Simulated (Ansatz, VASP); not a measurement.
One calculation of SiO2, two programs

File INCAR:

```
SYSTEM = SiO2
PREC     = Accurate       ! precision mode
ENCUT    = 520            ! plane-wave cutoff, eV
EDIFF    = 1E-6           ! SCF threshold, eV
ISMEAR   = 0              ! smearing method
SIGMA    = 0.05           ! smearing width, eV
LREAL    = .False.        ! projectors in reciprocal space
LASPH    = .True.         ! aspherical terms in the spheres
NELM     = 80             ! most SCF steps
ALGO     = Normal         ! electronic algorithm
ISIF     = 2              ! what is computed and relaxed
LWAVE    = .False.        ! write WAVECAR
LCHARG   = .False.        ! write CHGCAR
GGA      = PE             ! functional
NBANDS   = 25             ! bands
```

KPOINTS

```
Automatic mesh
0
Gamma
  6 6 8
  0 0 0
```

POSCAR

```
SiO2
1.0
    4.5750058570      0.0000000000      0.0000000000
    0.0000000000      4.5750058570      0.0000000000
    0.0000000000      0.0000000000      2.9057163548
Si O
2 4
Direct
    0.5000000000      0.5000000000      0.5000000000
    0.0000000000      0.0000000000      0.0000000000
    0.6930152167      0.6930152167      0.0000000000
    0.1930152167      0.8069847833      0.5000000000
    0.3069847833      0.3069847833      0.0000000000
    0.8069847833      0.1930152167      0.5000000000
```

Input for Ansatz:

```yaml
crystal:
  lattice:
    - [4.575005857, 0.0, 0.0]
    - [0.0, 4.575005857, 0.0]
    - [0.0, 0.0, 2.9057163548]
  atoms:
    - { symbol: Si, position: [0.5, 0.5, 0.5] }
    - { symbol: Si, position: [0.0, 0.0, 0.0] }
    - { symbol: O, position: [0.6930152167, 0.6930152167, 0.0] }
    - { symbol: O, position: [0.1930152167, 0.8069847833, 0.5] }
    - { symbol: O, position: [0.3069847833, 0.3069847833, 0.0] }
    - { symbol: O, position: [0.8069847833, 0.1930152167, 0.5] }
basis:
  ecutwfc: 420
kpoints:
  mp_grid: { grid: [6, 6, 8] }
hamiltonian:
  xc: pbe
scf:
  occupations: { method: gaussian, width: 0.05 }
output:
  forces: true
  stress: true
  eigenvalues: true
  write_density: true
  write_potential: true
  elf: true
  volumetric_format: npy
```

Change from the starting cell: strain +0.080 along x and y, +0.080 along z, atoms carried along.

Alike in both runs: task single point; functional PBE; k mesh 6 × 6 × 8; occupations gaussian, width 0.05 eV; no spin polarisation.

|  | VASP | Ansatz |
| --- | --- | --- |
| version | VASP 6.6.1 | Ansatz 0.2.0 |
| potentials or method | VASP PAW PBE potentials, release 64 (Si, O) | scalar-relativistic, plane waves, PAW |
| plane-wave cutoff (eV) | 520 | 420 |
| valence electrons in the cell | 32 | 32 |

Ansatz gave:

* gap on the k mesh at the Fermi level (eV): 1.56
* least direct gap on the mesh (eV): 1.56
* pressure (GPa): -41.8
* largest component of the traceless stress (GPa): 7.73
* rms of the force components (eV/Å): 0.565

What did VASP give for the same quantities?

gap on the k mesh at the Fermi level (eV): 1.54; least direct gap on the mesh (eV): 1.54; pressure (GPa): -41.6; largest component of the traceless stress (GPa): 7.44; rms of the force components (eV/Å): 0.557.

Atom by atom the forces differ by 0.008 eV/Å (rms over components).

Caveats: the cell as given lies far from equilibrium; so large a pressure means that the cell lies far from this level's equilibrium, or that cutoff or potentials fall short (VASP); forces of over 1 eV/Å show positions far from the minimum, so gaps and moduli don't describe the material at rest.
